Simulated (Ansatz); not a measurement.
# TaN: response to strain

TaN is deformed so: equal xy, yz and zx engineering shear strains of +2 %. What stress and forces result, by LAPW, PAW and all-electron datasets made for the crystal?

Program: Ansatz 0.2.0. Level of theory: DFT PBEsol, scalar-relativistic. These are calculated values, not measurements.

## (1) The system as given

The structure is hexagonal, space group P6_3mc (No. 186). The conventional cell has a = 3.050 Å, b = 3.050 Å, c = 4.940 Å, α = 90.00°, β = 90.00°, γ = 120.00°. Around Ta (site symmetry 3m) lie 4 N at 1.85 to 1.90 Å. N (site symmetry 3m) is surrounded by 4 Ta at 1.85 to 1.90 Å.

As a file:

```
Ta N
1.0
     3.05000    0.00000    0.00000
    -1.52500    2.64138    0.00000
     0.00000    0.00000    4.94000
Ta N
2 2
Direct
  0.33333 0.66667 0.00000
  0.66667 0.33333 0.50000
  0.33333 0.66667 0.38500
  0.66667 0.33333 0.88500
```

Atoms are numbered in the order of the input: Ta1, Ta2, N3, N4.

## (2) The deformed structure

Space group P6_3mc before, P1 after.

## (3) All-electron LAPW

Input file input.yaml:

```yaml
crystal:
  lattice:
    - [3.0500010905, 0.0305000109, 0.0305000109]
    - [-1.498586761, 2.6261284206, 0.0111637788]
    - [0.0494, 0.0494, 4.94]
  atoms:
    - { symbol: Ta, position: [0.3333333333, 0.6666666667, 0.0] }
    - { symbol: Ta, position: [0.6666666667, 0.3333333333, 0.5] }
    - { symbol: "N", position: [0.3333333333, 0.6666666667, 0.385] }
    - { symbol: "N", position: [0.6666666667, 0.3333333333, 0.885] }
kpoints:
  mp_grid: { grid: [9, 9, 5] }
  band_path:
    path:
      - [0.0, 0.0, 0.0]
      - [0.0, -0.5, 0.0]
      - [0.0, 0.0, 0.5]
      - [0.0, 0.0, 0.0]
      - [-0.5, 0.0, 0.0]
      - [-0.5, 0.5, -0.5]
      - [0.0, 0.0, 0.0]
      - [-0.5, 0.0, -0.5]
      - [-0.5, 0.5, 0.0]
    npoints: 5
scf:
  occupations: { method: fermi_dirac, width: 0.01 }
hamiltonian:
  xc: pbesol
  pseudopotentials: { kind: all_electron, lapw: { basis_error: 0.001 } }
output:
  forces: true
  stress: true
  eigenvalues: true
```

Started as:

```
> ansatz run input.yaml --threads 1 --pin off --max-ram 6144MiB --backend cpu --events-out ev --progress --plain --runs-dir out
```

## (4) PAW on the default files

Input file input.yaml:

```yaml
crystal:
  lattice:
    - [3.0500010905, 0.0305000109, 0.0305000109]
    - [-1.498586761, 2.6261284206, 0.0111637788]
    - [0.0494, 0.0494, 4.94]
  atoms:
    - { symbol: Ta, position: [0.3333333333, 0.6666666667, 0.0] }
    - { symbol: Ta, position: [0.6666666667, 0.3333333333, 0.5] }
    - { symbol: "N", position: [0.3333333333, 0.6666666667, 0.385] }
    - { symbol: "N", position: [0.6666666667, 0.3333333333, 0.885] }
kpoints:
  mp_grid: { grid: [9, 9, 5] }
scf:
  occupations: { method: fermi_dirac, width: 0.01 }
hamiltonian:
  xc: pbesol
  pseudopotentials: { kind: paw }
output:
  forces: true
  stress: true
  eigenvalues: true
  efg: { contact_densities: true }
```

## (5) Datasets made for this crystal

input.yaml, as its differences from that of step 4:

```diff
@@ -16,3 +16,3 @@
   xc: pbesol
-  pseudopotentials: { kind: paw }
+  pseudopotentials: { kind: all_electron, datasets: crystal }
 output:
```

(Steps that only read results are left out.)

What does the calculation give? Wanted: pressure; largest shear or deviatoric stress.

The runs gave:

```
                                 quantity                                                 value
                                 pressure  LAPW 124.00, PAW 126.41, crystal datasets 124.00 GPa
largest shear or deviatoric stress (LAPW)                                             16.47 GPa
```

**Reading.** The largest part of the stress beyond the pressure is 16.47 GPa in size, in the zz component; the atoms are carried along and not relaxed. No run of the undeformed cell stands beside it, so the pressure holds what the given cell had before the change. PAW: stress within 2.57 GPa of LAPW, forces within 23 meV/Å. Crystal datasets: stress within 0.01 GPa of LAPW, forces within 1 meV/Å. Spin-orbit coupling is left out, though the cell holds Ta; in elements this heavy it can shift bands and gaps by tenths of an eV.
